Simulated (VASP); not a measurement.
A run of VASP 6.6.1 is set up as follows.

The input INCAR:

```
ALGO = Fast
EDIFF = 1E-4
EDIFFG = -0.08
ENCUT = 520
GGA = PE
IBRION = 2
ISIF = 3
ISMEAR = 0
LASPH = True
LCHARG = False
LREAL = False
LWAVE = False
NELM = 60
NSW = 24
PREC = Normal
SIGMA = 0.15
```

Contents of KPOINTS:

```
k-points
0
Gamma
  3 3 2
```

Contents of POSCAR:

```
GeSb2Te4
1.0
    4.5751913500      0.0000000000      0.0000000000
    0.0000000000      4.5751913500      0.0000000000
    0.0000000000      0.0000000000      9.9105907600
Ge Sb Te
1 2 4
Direct
    0.5000000000      0.5000000000      0.0000000000
    0.5000000000      0.0000000000      0.2351009700
    0.0000000000      0.5000000000      0.7648990300
    0.5000000000      0.5000000000      0.5000000000
    0.0000000000      0.0000000000      0.5000000000
    0.5000000000      0.0000000000      0.8718764800
    0.0000000000      0.5000000000      0.1281235200
```

Potentials or basis: VASP PAW PBE potentials, release 64 (Ge_d, Sb, Te).

Run with:

```bash
$ cat potpaw_PBE.64/Ge_d/POTCAR potpaw_PBE.64/Sb/POTCAR potpaw_PBE.64/Te/POTCAR > POTCAR
$ mpirun -np 4 vasp_std > vasp.out
```

Estimate the relaxed cell.

a = 4.464 Å, b = 4.464 Å, c = 10.510 Å, α = 90.00°, β = 90.00°, γ = 90.00°.

What does it give for the band gap on the k mesh?

None (metal or under the smearing width).

Final structure:
```
Ge Sb Te
1.0
     4.46421    0.00000    0.00000
     0.00000    4.46421    0.00000
     0.00000    0.00000   10.50959
Ge Sb Te
1 2 4
Direct
  0.50000 0.50000 0.00000
  0.50000 0.00000 0.25774
  0.00000 0.50000 0.74226
  0.50000 0.50000 0.50000
  0.00000 0.00000 0.50000
  0.50000 0.00000 0.82651
  0.00000 0.50000 0.17349
```

Caveat: the k mesh is coarse (spacing up to 0.46 Å⁻¹), so the values aren't converged. The run has no spin-orbit coupling, so splittings on Sb, Te are missing.
